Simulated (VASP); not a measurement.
# BAs (F-43m) in VASP: settings compared, part 2 of 3

VASP 6.6.1. Earlier steps stand in the parts before.

### 5 G0W0 quasiparticle levels, PBE

POSCAR reads:

```
BAs
1.0
    0.0000000000      2.3885000000      2.3885000000
    2.3885000000      0.0000000000      2.3885000000
    2.3885000000      2.3885000000      0.0000000000
As B
1 1
Direct
    0.7500000000      0.7500000000      0.7500000000
    0.0000000000      0.0000000000      0.0000000000
```

INCAR.step1 reads:

```
SYSTEM = BAs
ALGO     = Normal         ! electronic algorithm
EDIFF    = 1E-8           ! SCF threshold, eV
ENCUT    = 450            ! plane-wave cutoff, eV
GGA      = PE             ! functional
ISMEAR   = 0              ! smearing method
LASPH    = .True.         ! aspherical terms in the spheres
LCHARG   = .False.        ! write CHGCAR
LREAL    = .False.        ! projectors in reciprocal space
LWAVE    = .True.         ! write WAVECAR
NELM     = 60             ! most SCF steps
PREC     = Accurate       ! precision mode
SIGMA    = 0.01           ! smearing width, eV
```

INCAR.step2 reads:

```
SYSTEM = BAs
ALGO     = Exact          ! electronic algorithm
EDIFF    = 1E-8           ! SCF threshold, eV
ENCUT    = 450            ! plane-wave cutoff, eV
GGA      = PE             ! functional
ISMEAR   = 0              ! smearing method
ISTART   = 1            
LASPH    = .True.         ! aspherical terms in the spheres
LCHARG   = .False.        ! write CHGCAR
LOPTICS  = .True.         ! frequency-dependent dielectric function
LREAL    = .False.        ! projectors in reciprocal space
LWAVE    = .True.         ! write WAVECAR
NBANDS   = 36             ! bands
NELM     = 1              ! most SCF steps
PREC     = Accurate       ! precision mode
SIGMA    = 0.01           ! smearing width, eV
```

INCAR.step3 reads:

```
SYSTEM = BAs
ALGO     = EVGW0          ! electronic algorithm
EDIFF    = 1E-8           ! SCF threshold, eV
ENCUT    = 450            ! plane-wave cutoff, eV
ENCUTGW  = 50             ! cutoff of the response function
GGA      = PE             ! functional
ISMEAR   = 0              ! smearing method
ISTART   = 1            
LASPH    = .True.         ! aspherical terms in the spheres
LCHARG   = .False.        ! write CHGCAR
LREAL    = .False.        ! projectors in reciprocal space
LWAVE    = .False.        ! write WAVECAR
NBANDS   = 36             ! bands
NBANDSGW = 12           
NELMGW   = 1            
NOMEGA   = 48             ! frequency points
PREC     = Accurate       ! precision mode
PRECFOCK = Fast         
SIGMA    = 0.01           ! smearing width, eV
```

KPOINTS reads:

```
k-points
0
Gamma
  3 3 3
  0 0 0
```

Potentials or basis: VASP PAW PBE potentials, release 64 (As_GW, B_GW).

The run is started by

```bash
cat potpaw_PBE.64/As_GW/POTCAR potpaw_PBE.64/B_GW/POTCAR > POTCAR
cp INCAR.step1 INCAR
mpirun -np 1 vasp_std > vasp.out
cp INCAR.step2 INCAR
mpirun -np 1 vasp_std > vasp.out
cp INCAR.step3 INCAR
mpirun -np 1 vasp_std > vasp.out
```

OUTCAR:

```text
SYSTEM = BAs
   EDIFF = 1E-8
   ENCUT = 450
   ENCUTGW = 50
   GGA = PE
   ISMEAR = 0
   ISTART = 1
   LASPH = .True.
   LREAL = .False.
   NELMGW = 1
   PREC = Accurate
   PRECFOCK = Fast

 Found      4 irreducible k-points:

 Following reciprocal coordinates:
            Coordinates               Weight
  0.000000  0.000000  0.000000      1.000000
  0.333333  0.000000  0.000000      8.000000
  0.333333  0.333333  0.000000      6.000000
 -0.333333  0.333333  0.000000     12.000000
   k-points           NKPTS =      4   k-points in BZ     NKDIM =     27   number of bands    NBANDS=     36
   number of dos      NEDOS =    301   number of ions     NIONS =      2
   total plane-waves  NPLWV =  13824
   dimension x,y,z NGX =    24 NGY =   24 NGZ =   24
   dimension x,y,z NGXF=    48 NGYF=   48 NGZF=   48
   ions per type =               1   1
   NGX,Y,Z   is equivalent  to a cutoff of  11.81, 11.81, 11.81 a.u.
   NGXF,Y,Z  is equivalent  to a cutoff of  23.62, 23.62, 23.62 a.u.
 SYSTEM =  BAs
   PREC   = accura    normal or accurate (medium, high low for compatibility)
   ISTART =      1    job   : 0-new  1-cont  2-samecut
   ICHARG =      0    charge: 1-file 2-atom 10-const
   ISPIN  =      1    spin polarized calculation?
   LNONCOLLINEAR =      F non collinear calculations
   LSORBIT =      F    spin-orbit coupling
   LASPH  =      T    aspherical Exc in radial PAW
   ENCUT  =  450.0 eV  33.07 Ry    5.75 a.u.   5.84  5.84  5.84*2*pi/ulx,y,z
   NELM   =     60;   NELMIN=  2; NELMDL=  0     # of ELM steps
   EDIFF  = 0.1E-07   stopping-criterion for ELM
   LREAL  =      F    real-space projection
   EDIFFG = 0.1E-06   stopping-criterion for IOM
   NSW    =      0    number of steps for IOM
   IBRION =     -1    ionic relax: 0-MD 1-quasi-New 2-CG
   NFREE  =      0    steps in history (QN), initial steepest desc. (CG)
   ISIF   =      0    stress and relaxation
   ISYM   =      3    0-nonsym 1-usesym 2-fastsym
   POTIM  = 0.5000    time-step for ionic-motion
   TEBEG  =    0.0;   TEEND  =   0.0 temperature during run
   PSTRESS=    0.0 pullay stress
   NELECT =       8.0000    total number of electrons
   NUPDOWN=      -1.0000    fix difference up-down
   EMIN   =  10.00;   EMAX   =-10.00  energy-range for DOS
   EFERMI =   0.00;   METHOD = LEGACY
   ISMEAR =     0;   SIGMA  =   0.01  broadening in eV -4-tet -1-fermi 0-gaus
   EFERMI_NEDOS =   21; number of points for ismear=-14 and -15
   IALGO  =     38    algorithm
   IMIX   =      4    mixing-type and parameters
     AMIX     =   0.40;   BMIX     =  1.00
     AMIX_MAG =   1.60;   BMIX_MAG =  1.00
  volume/ion in A,a.u.               =      13.63        91.95
  Fermi-wavevector in a.u.,A,eV,Ry     =   1.088018  2.056057 16.106360  1.183784
  Thomas-Fermi vector in A             =   2.224191
   LORBIT       =      0    0 simple, 1 ext, 2 COOP (PROOUT), +10 PAW based schemes
   GGA     = PE    functional components
   LHFCALC =     T    Hartree Fock is set to
   PRECFOCK=fast      Normal, Fast or Accurate (Low or Medium for compatibility)
   ENCUT4O =  -1.0   cutoff for four orbital integrals eV
   NKREDX  =     1    reduce k-point grid by
   NKREDY  =     1    reduce k-point grid by
   NKREDZ  =     1    reduce k-point grid by
   AEXX    =    1.0000 exact exchange contribution
   HFSCREEN=    0.0000 screening length (either q_TF or 0.3 A-1)
   HFSCREENC=   0.0000 screening length for correlation (either q_TF or 0.3 A-1)
   ENCUTFOCK=  -1.0 apply spherical cutoff to Coloumb kernel
   IVDW    =     0    specifies the selected vdW correction
   LEPSILON=     F    determine dielectric tensor
   LRPA    =     F    only Hartree local field effects (RPA)
   LRPAFORCE           =     F    calculate RPA forces
   ENCUTGW             =  50.0    cutoff for response function in eV
   ENCUTGWSOFT         =  40.0    soft cutoff for Coulomb kernel in GW response function in eV
   ENCUTLF             =  -1.0    cutoff for local field effects
   NELMGW              =     1    number of iterations in solving QP/BSE equation
   NELMHF              =     1    number of iterations in the inner HF iteration
   NKREDLFX            =     1    NKREDLFY  =   1   NKREDLFZ  =   1
 non-spin polarized calculation
 Gauss-broadening in eV      SIGMA  =   0.01
  energy-cutoff  :      450.00
  volume of cell :       27.25
 maximum number of plane-waves:       609
  NGX = 14; NGY = 14; NGZ = 14
   NGX = 11   NGY = 11   NGZ = 11
 maximum number of plane-waves:        26
 NGX is ok and might be reduce to    10

 QP shifts <psi_nk| G(iteration)W_0 |psi_nk>: iteration 1
 for sc-GW calculations column KS-energies equals QP-energies in previous step
 and V_xc(KS)=  KS-energies - (<T + V_ion + V_H > + <T+V_H+V_ion>^1  + <V_x>^1)

 k-point   1 :       0.0000    0.0000    0.0000
  band No.  KS-energies  QP-energies   sigma(KS)   V_xc(KS)     V^pw_x(r,r')   Z            occupation Imag(sigma)

      1      -9.1660      -9.5560     -12.1699     -11.6436     -19.5361       0.7410       2.0000       1.3396
      2       6.2712       6.3610     -12.5005     -12.6127     -14.7586       0.7994       2.0000       0.0800
      3       6.2712       6.3610     -12.5005     -12.6127     -14.7586       0.7994       2.0000       0.0800
      4       6.2712       6.3610     -12.5005     -12.6127     -14.7586       0.7994       2.0000       0.0800
      5       9.5022      10.1893     -10.5103     -11.3720      -6.3473       0.7973       0.0000      -0.1088
      6       9.5022      10.1893     -10.5103     -11.3720      -6.3473       0.7973       0.0000      -0.1088
      7       9.5022      10.1893     -10.5103     -11.3720      -6.3473       0.7973       0.0000      -0.1088
      8      10.9398      11.9966     -11.2391     -12.6009      -6.1731       0.7759       0.0000      -0.1704
      9      15.8266      15.9088      -8.7062      -8.8101      -2.9261       0.7905       0.0000      -0.3598
     10      19.1544      19.5934      -9.8425     -10.4036      -4.3233       0.7824       0.0000      -0.3196
     11      19.1544      19.5934      -9.8425     -10.4036      -4.3233       0.7824       0.0000      -0.3196
     12      20.5662      20.7552      -8.7247      -8.9570      -2.4337       0.8135       0.0000      -0.7103
[... 36 lines left out ...]
      1      -5.3389      -5.5095     -12.4764     -12.2478     -18.4720       0.7464       2.0000       0.7416
      2      -1.6114      -1.9421     -12.4065     -11.9690     -17.1029       0.7559       2.0000       0.4090
      3       0.1557      -0.1972     -11.4555     -11.0017     -14.8096       0.7776       2.0000       0.2206
      4       3.1964       3.0820     -12.1584     -12.0124     -15.0695       0.7830       2.0000       0.1260
      5       8.7106       9.0709      -9.8164     -10.2680      -5.4294       0.7977       0.0000      -0.1040
      6      13.5084      14.4022     -10.5314     -11.6901      -5.1125       0.7713       0.0000      -0.2368
      7      14.3617      15.2553     -10.5626     -11.7080      -5.1334       0.7801       0.0000      -0.2817
      8      15.6007      16.4031     -10.6688     -11.7060      -4.9689       0.7737       0.0000      -0.3354
      9      15.7170      16.1800      -9.7955     -10.3779      -4.5681       0.7950       0.0000      -0.2642
     10      18.3558      18.7040      -9.5497      -9.9829      -4.0989       0.8039       0.0000      -0.3736
     11      23.1158      23.9405     -10.2109     -11.3129      -3.3076       0.7484       0.0000      -0.8158
     12      24.7319      25.0333      -8.9164      -9.3001      -2.4061       0.7856       0.0000      -0.8213
```

OUTCAR.step1:

```text
SYSTEM = BAs
   EDIFF = 1E-8
   ENCUT = 450
   GGA = PE
   ISMEAR = 0
   LASPH = .True.
   LREAL = .False.
[... 150 lines left out ...]
      3.58275      3.58275      3.58275         0.000000      0.000000      0.000000
      0.00000      0.00000      0.00000        -0.000000     -0.000000     -0.000000
 -----------------------------------------------------------------------------------
    total drift:                               -0.000000     -0.000000     -0.000000

  FREE ENERGIE OF THE ION-ELECTRON SYSTEM (eV)
  ---------------------------------------------------
  free  energy   TOTEN  =       -10.7745355604 eV

  energy  without entropy=      -10.7745355604  energy(sigma->0) =      -10.77453556
```

OUTCAR.step2:

```text
SYSTEM = BAs
   EDIFF = 1E-8
   ENCUT = 450
   GGA = PE
[... 518 lines left out ...]
  --------------------------------------------------------------------------------------------------------------
     0.00000    20.97955    20.97955    20.97955     0.00000     0.00000     0.00000
     0.85202    21.73381    21.73381    21.73381     0.00000     0.00000     0.00000
     1.70405    24.54384    24.54384    24.54384     0.00000     0.00000     0.00000
     2.55607    32.90363    32.90363    32.90363     0.00000     0.00000     0.00000
     3.40809     6.57389     6.57389     6.57389     0.00000     0.00000     0.00000
     4.26011    87.64030    87.64030    87.64030     0.00000     0.00000     0.00000
[... 92 lines left out ...]
    83.49824     0.91606     0.91606     0.91606    -0.00000    -0.00000     0.00000
    84.35026     0.91780     0.91780     0.91780    -0.00000    -0.00000     0.00000
```

Wall time 8.3 s (1 thread of Intel Xeon Platinum 8488C (Sapphire Rapids), shared host); peak memory 0.17 GiB.

The run converged, but some of its settings lie outside the range that counts as converged, so its numbers aren't taken as properties of the crystal.

What came out:

```
Band gap on the k mesh, mean-field level : 1.24 eV, indirect (least direct gap 3.23 eV)
Quasiparticle gap                        : 1.48 eV
Least direct quasiparticle gap           : 3.83 eV
```

Caveat: the k mesh is coarse (spacing up to 0.76 Å⁻¹), so the values aren't converged; bands, screening cutoff and mesh are small and nothing is extrapolated, so the quasiparticle values aren't converged; an odd mesh through Γ misses points on the zone boundary, where band edges often lie.

(Continued in part 3 of 3.)
